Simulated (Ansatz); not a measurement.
The system is Si.

```
Si
1.0
     0.00000    2.72185    2.72185
     2.72185    0.00000    2.72185
     2.72185    2.72185    0.00000
Si
2
Direct
  0.50000 0.50000 0.50000
  0.75000 0.75000 0.75000
```

```yaml
Program: Ansatz 0.2.0
Task: relaxation of cell and atoms
Functional: revPBE
Potentials_or_basis: all-electron LAPW, scalar-relativistic
Basis_error_allowed: 0.001 eV/atom
k_mesh: 8 × 8 × 8
Occupations: fermi-dirac, width 0.05 eV
Spin: no spin polarisation
```

At the start: volume 20.16 Å³/atom.

Question: How do energy, volume and symmetry change on relaxing?

Answer: Over 4 steps the energy falls by 4.2 meV/atom and the volume is 20.72 Å³/atom (+2.7 %); space group Fd-3m (No. 227, to 0.05 Å).

Step by step:
```csv
step,energy change (eV),largest force (eV/Å),volume (Å³)
1,0.0000,0.0000,40.33
2,-0.0080,0.0000,41.16
3,-0.0085,0.0000,41.43
4,-0.0085,0.0000,41.43
```

Final structure:
```cif
data_structure
_symmetry_space_group_name_H-M 'P 1'
_symmetry_Int_Tables_number 1
_cell_length_a 3.8841
_cell_length_b 3.8841
_cell_length_c 3.8841
_cell_angle_alpha 60.000
_cell_angle_beta 60.000
_cell_angle_gamma 60.000
_cell_volume 41.43
loop_
_atom_site_label
_atom_site_type_symbol
_atom_site_fract_x
_atom_site_fract_y
_atom_site_fract_z
_atom_site_occupancy
Si1 Si 0.50000 0.50000 0.50000 1
Si2 Si 0.75000 0.75000 0.75000 1
```
